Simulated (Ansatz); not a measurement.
## MoS2: moving Mo off its site

MoS2, R-3m, a = 3.133 Å, c = 17.877 Å. This isn't the usual stable structure of the compound. Ansatz: PBE+D3(BJ), PAW, 420 eV, Γ-centred 18×18×18 mesh on 3 atoms, Gaussian smearing 0.15 eV; no spin polarisation.

```
CELL_PARAMETERS angstrom
1.56673 0.90455 5.95890
-1.56673 0.90455 5.95890
0.00000 -1.80910 5.95890
ATOMIC_POSITIONS crystal
Mo 0.00000 0.00000 0.00000
S 0.75633 0.75633 0.75633
S 0.24367 0.24367 0.24367
```

Atom 1 (Mo) moves by x along the unit vector (0.000, -0.748, 0.663), with its periodic images; all else is held. y is the free energy of the cell over the start, F the force along the path summed over the moved atoms. Symmetry makes y even in x.

| x (Å) | y (meV) | F (eV/Å) |
| --- | --- | --- |
| -0.200 | 303.3 | 3.27 |
| -0.100 | 71.2 | 1.45 |
| 0.000 | 0.0 | 0.00 |
| 0.050 | 17.5 | -0.70 |
| 0.125 | ? | ? |
| 0.150 | 164.6 | -2.30 |
| 0.175 | 227.9 | -2.77 |

**Question.** Fit y = c2 x² + c4 x⁴ to the energies of the other rows, give the force constant, and predict energy and force of the missing row.

**Answer.** Least squares on the rows shown. y = 6971.5 x² + 15294 x⁴. The force constant is 2 c2 = 13.9 eV/Å² (for all images moving together, not for a lone atom). The force −dy/dx at the missing row is -1.86 eV/Å (computed -1.86). At x = 0.125 the fit asked for gives 112.7 meV. The run gave 112.6 meV, so the fit is 0.1 meV too high, a small miss on the scale of the series.

Cost: 7 runs of about 3.2 core-minutes in all, on AMD EPYC 9R45 (Zen 5) (shared hosts).